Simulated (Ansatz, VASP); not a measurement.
SiC (Moissanite 3C): VASP beside Ansatz

```
CELL_PARAMETERS angstrom
0.00000 2.17900 2.17900
2.17900 0.00000 2.17900
2.17900 2.17900 0.00000
ATOMIC_POSITIONS crystal
Si 0.00000 0.00000 0.00000
C 0.75000 0.75000 0.75000
```

Alike in both runs: task single point; functional PBEsol; k mesh 10 × 10 × 10; occupations fermi-dirac, width 0.05 eV; no spin polarisation.

|  | VASP | Ansatz |
| --- | --- | --- |
| version | VASP 6.6.1 | Ansatz 0.2.0 |
| potentials or method | VASP PAW PBE potentials, release 64 (Si, C) | Ansatz PAW |
| plane-wave cutoff (eV) | 520 | 420 |
| valence electrons in the cell | 8 | 8 |

|  | VASP | Ansatz | Ansatz less VASP |
| --- | --- | --- | --- |
| gap on the k mesh at the Fermi level (eV) | 1.23 | 1.24 | +0.010 |
| least direct gap on the mesh (eV) | 4.44 | 4.45 | +0.009 |
| pressure (GPa) | 0.2 | -0.2 | -0.35 |

Caveats: the PAW data sets were made with another functional, which shifts forces and pressure a little (VASP); the PAW data sets come from PBE, with cores solved anew for the run's functional, which leaves a small shift of forces and pressure (Ansatz). A k mesh can miss the band edges.
